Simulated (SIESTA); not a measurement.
TiO2:

```xyz
9
Lattice="2.9683 0.0000 0.0000 0.0002 4.7076 0.0000 1.4836 0.2424 7.0835" Properties=species:S:1:pos:R:3 pbc="T T T"
Ti    0.0111    0.0020    0.0050
Ti    1.4933    2.3377    2.2452
Ti    2.9797    2.6161    4.8486
O     1.4969    0.9041    0.9105
O     2.9795    1.5111    3.2009
O     1.4967    1.6498    5.7110
O     2.9804    3.3042    1.3825
O     1.4963    3.4427    3.8925
O     2.9811    4.0496    6.1826
```

The cell comes from a database or a generator and needn't be the stable form of this composition.

Base run:

| Item | Value |
| --- | --- |
| Program | SIESTA 5.4.2 |
| Functional | LDA |
| Potentials or basis | PseudoDojo 0.4 standard (LDA files) |
| Basis | DZP (energy shift 0.003 Ry; two zetas on semicore shells) |
| Grid cutoff | 800 Ry |
| Energy shift | 0.003 Ry |
| k mesh | 9 × 6 × 4 |
| Occupations | fermi-dirac, width 0.05 eV |
| Spin | no spin polarisation |

Its results: band gap on the k mesh 2.09 eV, indirect (least direct gap 2.14 eV); pressure -4.9 GPa; largest force 0.117 eV/Å.

Task: The run is repeated on the same cell with these changes: functional from LDA to PBEsol; potentials or basis from PseudoDojo 0.4 standard (LDA files) to PseudoDojo 0.4 standard (PBEsol files). What comes out?

Result: Band gap on the k mesh 2.12 eV, indirect (least direct gap 2.18 eV); pressure 0.6 GPa; largest force 0.222 eV/Å.

Caveats: the basis of atomic orbitals isn't converged, which shifts pressures, moduli and gaps.

Not every run made on this cell is shown here.
